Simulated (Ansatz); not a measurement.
SnSe: relaxed-ion elastic tensor

All numbers below come from DFT PBE, scalar-relativistic, plane waves, PAW (Ansatz 0.2.0). Settings: 420 eV plane-wave cutoff, Γ-centred 10×10×10 mesh, Gaussian smearing of 0.01 eV. No spin polarisation.

Equilibrium structure at this level:
```xyz
2
Lattice="0.0000 3.3901 3.3901 3.3901 0.0000 3.3901 3.3901 3.3901 0.0000" Properties=species:S:1:pos:R:3 pbc="T T T"
Sn    0.0000    0.0000    0.0000
Se    1.6950    1.6950    1.6950
```

The structure comes from a generated guess, relaxed at this level; another structure or a mixture of phases may lie lower. Spin–orbit coupling is left out, which matters for heavy elements.

Question: Give the relaxed-ion elastic constants (GPa, Voigt order xx yy zz yz xz xy, on the Cartesian axes of the cell above).

Answer:
C11 = 32.1, C12 = 30.5, C13 = 30.5, C22 = 32.1, C23 = 30.5, C33 = 32.1, C44 = -10.6, C55 = -10.6, C66 = -10.6 GPa; the others vanish.

Question: Is the crystal stable against homogeneous strain?

Answer: No: the tensor has an eigenvalue of -10.6 GPa, so some strain lowers the energy.
